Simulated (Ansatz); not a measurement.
# Sn: energy change per atom and pressure against volume scale

Plane-wave DFT, scalar-relativistic PAW made under PBE with cores redone for the functional, no dispersion; the given relaxed cell is scaled uniformly, energy at zero smearing counts from the unscaled cell, pressure at the given Fermi-Dirac smearing is positive in compression. The results are calculated, by Ansatz 0.2.0.

The cell before it is scaled or strained (space group P6_3/mmc, No. 194):
```
cell vectors (Å)
   3.3773     0.0000     0.0000
  -1.6886     2.9248     0.0000
   0.0000     0.0000     5.6150
atoms (fractions of the cell vectors)
Sn  0.33333  0.66667  0.25000
Sn  0.66667  0.33333  0.75000
```

Settings of every row: spin polarised no; functional PBE; wave cutoff 420 eV; smearing width 0.1 eV; k mesh 12x12x7.

Atom starting moment: 0 on all atoms.

Limits: the cell comes from a prototype or a list of computed structures and needn't be the stable phase.

```
row  volume scale  V (Å³/atom)  energy change per atom (meV)  pressure (GPa)
  1          0.88       24.404                         73.05            8.14
  2          0.92       25.514                          29.6            4.79
  3          0.96       26.623                          6.75            2.15
  4          1.04       28.842                             ?               ?
  5          1.08       29.951                         21.79           -2.89
  6          1.12        31.06                         45.69           -3.94
```

Question: what energy change per atom and pressure should row 4 give?

Worked fit of energy change per atom. Take u = (V_r/V)^(2/3) − 1 with V_r = 26.623 Å³ an atom, which is twice the finite (Eulerian) strain; such expansions in the strain, on which the Birch-Murnaghan equation of state is built, carry the rest volume and the bulk modulus. The shown rows have u = 0.05974, 0.02877, 0, -0.07552, -0.09766. Least squares give energy change per atom = 6.775 + 532.59 × u + 9578.6 × u² meV; a straight line predicts inner rows, each left out in turn, worse (root mean square 25 against 0.71 meV). The rows lie off it by 0.27, -0.43, -0.03, 0.61, -0.43 (root mean square 0.4 meV). The withheld row has u = -0.05197, so the fit gives 6.775 + 532.59 × (-0.05197) + 9578.6 × (-0.05197)² = 4.97 meV.

The calculation gave 5.89 meV. The fit lies 0.92 meV (16 % of the value, 1.4 % of the column's range) below it; its largest miss of a shown row is 0.61 meV.

Worked fit of pressure. Take u = (V_r/V)^(2/3) − 1 with V_r = 26.623 Å³ an atom, which is twice the finite (Eulerian) strain; such expansions in the strain, on which the Birch-Murnaghan equation of state is built, carry the rest volume and the bulk modulus. The shown rows have u = 0.05974, 0.02877, 0, -0.07552, -0.09766. Least squares give pressure = 2.156 + 85.53 × u + 240 × u² GPa; a straight line predicts inner rows, each left out in turn, worse (root mean square 0.63 against 0.051 GPa). The rows lie off it by 0.02, -0.03, -0.01, 0.04, -0.03. The pressure vanishes at u = -0.0273, or V = 27.75 Å³ an atom, and there the bulk modulus at fixed shape and fractions is B = −V dP/dV = (2/3)(1 + u) dP/du = 47 GPa. Letting shape and atoms relax would as a rule lower it, by much in layered, chain or molecular crystals. The withheld row has u = -0.05197, so the fit gives 2.156 + 85.53 × (-0.05197) + 240 × (-0.05197)² = -1.64 GPa.

The calculation gave -1.57 GPa. The fit lies 0.07 GPa (4.5 % of the value, 0.58 % of the column's range) below it; its largest miss of a shown row is 0.04 GPa.
